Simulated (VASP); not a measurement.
CuO (Tenorite):

```
CELL_PARAMETERS angstrom
2.34185 -1.71130 0.00000
2.34185 1.71130 0.00000
-0.85003 0.00000 5.05787
ATOMIC_POSITIONS crystal
Cu 0.50000 0.00000 0.50000
Cu 0.00000 0.50000 0.00000
O 0.41840 0.58160 0.75000
O 0.58160 0.41840 0.25000
```

Base run:

| Quantity | Value |
| --- | --- |
| Program | VASP 6.6.1 |
| Functional | PBE |
| Potentials or basis | VASP PAW PBE potentials, release 64 (Cu, O) |
| Cutoff | 520 eV |
| k mesh | 10 × 10 × 5 |
| Occupations | gaussian, width 0.012 eV |
| Spin | no spin polarisation |

Its results: pressure 6.3 GPa; largest force 0.219 eV/Å.

Task: The run is repeated on the same cell with these changes: functional from PBE to MS2; occupations from gaussian, width 0.012 eV to fermi-dirac, width 0.05 eV. What comes out?

Result: Pressure -1.1 GPa; largest force 0.277 eV/Å.

Caveats: the run has no spin polarisation, though such a crystal can be magnetic; the PAW data sets were made with another functional, which shifts forces and pressure a little (some runs).
